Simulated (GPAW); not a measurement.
Bi:

```
CELL_PARAMETERS angstrom
-1.98143 1.98143 1.98143
1.98143 -1.98143 1.98143
1.98143 1.98143 -1.98143
ATOMIC_POSITIONS crystal
Bi 0.00000 0.00000 0.00000
```

This isn't the form of Bi at room conditions, which is rhombohedral.

```yaml
Program: GPAW 26.7.0
Task: relaxation of cell and atoms
Functional: PBEsol
Dispersion: D3
Potentials_or_basis: PAW data sets generated in the run's folder for this functional
Cutoff: 600 eV
Basis: pw
k_mesh: 9 × 9 × 9
Occupations: fermi-dirac, width 0.05 eV
Spin: no spin polarisation
```

At the start: pressure -3.1 GPa; volume 31.12 Å³/atom.

Q: How do energy, volume and symmetry change on relaxing?

A: Over 3 steps the energy falls by 17.7 meV/atom and the volume is 29.27 Å³/atom (-5.9 %); space group Im-3m (No. 229, to 0.05 Å).

Step by step:
```
step  energy change (eV)  largest force (eV/Å)  pressure (GPa)  volume (Å³)
   1              0.0000                0.0000           -3.14        31.12
   2             -0.0123                0.0000           -1.85        30.31
   3             -0.0177                0.0000            0.08        29.27
```

Final structure:
```cif
data_structure
_symmetry_space_group_name_H-M 'P 1'
_symmetry_Int_Tables_number 1
_cell_length_a 3.3625
_cell_length_b 3.3625
_cell_length_c 3.3625
_cell_angle_alpha 109.471
_cell_angle_beta 109.471
_cell_angle_gamma 109.471
_cell_volume 29.27
loop_
_atom_site_label
_atom_site_type_symbol
_atom_site_fract_x
_atom_site_fract_y
_atom_site_fract_z
_atom_site_occupancy
Bi1 Bi 0.00000 0.00000 0.00000 1
```

Caveat: later steps reuse the first step's grids; pairwise dispersion overbinds metals, which lowers pressure and volume.
